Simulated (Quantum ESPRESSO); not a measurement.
## Mg: zone-centre phonons under several settings

```
Mg
1.0
     3.17683    0.00000    0.00000
    -1.58841    2.75121    0.00000
     0.00000    0.00000   10.31886
Mg
4
Direct
  0.66667 0.33333 0.75000
  0.00000 0.00000 0.50000
  0.33333 0.66667 0.25000
  0.00000 0.00000 0.00000
```

All runs used Quantum ESPRESSO 7.5; relaxed cell; no spin polarisation.

```csv
level,potentials,k mesh (s: shifted),cutoff (eV),occupations,volume (Å³/atom),lowest optical mode without the field (cm⁻¹),highest optical mode without the field (cm⁻¹)
PBEsol,GBRV 1.5 PBEsol,7 × 7 × 2,612,"cold, width 0.272 eV",22.61,73,240
PBE,SSSP 1.3 efficiency PBE,10 × 10 × 3,748,"gaussian, width 0.272 eV",?,?,?
```

Q: What stands in the row left open?

A: Volume 23.02 Å³/atom; lowest optical mode without the field 83 cm⁻¹; highest optical mode without the field 242 cm⁻¹.

Caveats: the mesh is thin for the phonons of a metal (some runs).

The runs don't all hold the same shells in valence.
